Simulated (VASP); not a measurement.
A run of VASP 6.6.1 is set up as follows.

The input INCAR:

```
SYSTEM = WS2
  PREC = Accurate
  ENCUT = 520
  EDIFF = 1E-7
  ISMEAR = -1
  SIGMA = 0.05
  LREAL = .FALSE.
  LASPH = .TRUE.
  NELM = 60
  ALGO = Normal
  ISIF = 2
  LWAVE = .FALSE.
  LCHARG = .FALSE.
  LMAXMIX = 4
  GGA = 91
  NBANDS = 35
```

The input KPOINTS:

```
Automatic mesh
0
G
  7 7 2
  0 0 0
```

POSCAR

```
WS2
1.0
    3.1832085602      0.0000000000      0.0000000000
   -1.5916042801      2.7567394786      0.0000000000
    0.0000000000      0.0000000000     23.6687632500
W S
2 4
Direct
    0.6666666667      0.3333333333      0.3626824600
    0.3333333333      0.6666666667      0.6373175400
    0.6666666667      0.3333333333      0.7031838900
    0.3333333333      0.6666666667      0.4285581700
    0.6666666667      0.3333333333      0.5714418300
    0.3333333333      0.6666666667      0.2968161100
```

KPOINTS_OPT

```
path GMKGALHA,LM,KH
20
line-mode
reciprocal
 0.0000000000  0.0000000000  0.0000000000  G
 0.5000000000  0.0000000000  0.0000000000  M

 0.5000000000  0.0000000000  0.0000000000  M
 0.3333333333  0.3333333333  0.0000000000  K

 0.3333333333  0.3333333333  0.0000000000  K
 0.0000000000  0.0000000000  0.0000000000  G

 0.0000000000  0.0000000000  0.0000000000  G
 0.0000000000  0.0000000000  0.5000000000  A

 0.0000000000  0.0000000000  0.5000000000  A
 0.5000000000  0.0000000000  0.5000000000  L

 0.5000000000  0.0000000000  0.5000000000  L
 0.3333333333  0.3333333333  0.5000000000  H

 0.3333333333  0.3333333333  0.5000000000  H
 0.0000000000  0.0000000000  0.5000000000  A

 0.5000000000  0.0000000000  0.5000000000  L
 0.5000000000  0.0000000000  0.0000000000  M

 0.3333333333  0.3333333333  0.0000000000  K
 0.3333333333  0.3333333333  0.5000000000  H
```

Potentials or basis: VASP PAW PBE potentials, release 64 (W_sv, S).

Launch:

```console
$ cat potpaw_PBE.64/W_sv/POTCAR potpaw_PBE.64/S/POTCAR > POTCAR
$ mpirun -np 1 vasp_std > vasp.out
```

Problem. What does it give for the band gap on the k mesh?

Solution. 1.66 eV, indirect (least direct gap 2.41 eV).

Problem. Estimate the band gap along the path.

Solution. 1.48 eV, indirect (least direct gap 1.78 eV).

Forces in eV/Å, atoms in the order of the input:
```
W    0.000  0.000 -0.012
W    0.000  0.000  0.012
S    0.000  0.000  0.334
S    0.000  0.000  0.295
S    0.000  0.000 -0.295
S    0.000  0.000 -0.334
```

Caveat: the PAW data sets were made with another functional, which shifts forces and pressure a little; spin-orbit coupling is left out, which moves the levels of the heavy elements.
